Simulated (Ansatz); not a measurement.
Working through a comparison of functionals at one structure of GaN, space group P6_3mc

Computed with the Ansatz DFT code, driven from Python.

Run as a notebook:

```python
from dataclasses import dataclass
import warnings

import ansatz
import pandas as pd
```

```python
@dataclass(frozen=True)
class Settings:
    cutoff: int = 450
    kgrid: tuple[int, ...] = (12, 12, 4)
    occupations: str = "fixed"
```

```python
cfg = Settings()
```

```python
warnings.simplefilter("ignore", ansatz.DeckWarning)
```

```python
xtal = (
    ansatz.Lattice.of((3.18, 0.0, 0.0), (-1.59, 2.75396078, 0.0), (0.0, 0.0, 5.166))
    .atom("Ga", (1 / 3, 2 / 3, 0.0))
    .atom("Ga", (2 / 3, 1 / 3, 0.5))
    .atom("N", (1 / 3, 2 / 3, 0.375))
    .atom("N", (2 / 3, 1 / 3, 0.875))
)
```

```python
job = (
    xtal.calculation()
    .pseudopotentials("paw")
    .basis(cfg.cutoff)
    .kpoints(*cfg.kgrid)
    .occupations(cfg.occupations)
    .forces()
    .stress()
)
```

```python
rows = []
for value in ["revpbe", "pbe", "pbesol", "rpbe"]:
    data = job.functional(value).run().report
    rows.append((value, data["free_energy_ev"] / len(data["lattice"]["sites"]), data["n_iterations"], sum(data["stress_gpa"][i][i] for i in range(3)) / 3, max(abs(f) for row in data["forces_ev_ang"] for f in row), data["n_kpoints"]))
```

```python
table = pd.DataFrame(rows, columns=["functional", "F/atom (eV)", "iterations", "P (GPa)", "max component (eV/A)", "k-points"])
table.round(5)
```

      functional  F/atom (eV)  iterations   P (GPa)  max component (eV/A)  k-points
    0     revpbe  -2086.45639           6  10.36553               0.14065        57
    1        pbe  -2083.95152           6   7.28636               0.13682        57
    2     pbesol  -2061.42538           7   1.02247               0.13275        57
    3       rpbe  -2087.45616           6  11.51103               0.14210        57

From lowest to highest: PBEsol (1.0 GPa), PBE (7.3 GPa), revPBE (10.4 GPa) and RPBE (11.5 GPa). At a fixed cell a lower pressure usually means a smaller equilibrium volume, so PBEsol prefers the smallest cell and RPBE the largest. Gaps by band count in the reports: revPBE 2.00 eV, PBE 1.97 eV, PBEsol 1.91 eV and RPBE 2.01 eV (Kohn-Sham values on this mesh, as a rule under measured gaps).

Of the deposited cell: the entry's cell lengths or inner coordinates differ somewhat from later room-temperature determinations. Pressure is positive in compression. The structure is a deposited one; some such entries were measured under pressure or heat, so a shift against it needn't be the functional's error alone. Total energies of different functionals can't be compared; pressures, moments and gaps at this one structure can. By the engine's processor time: 14 s on 1 thread of Intel(R) Xeon(R) Processor @ 2.30GHz, on a shared host, peak memory 0.59 GiB.
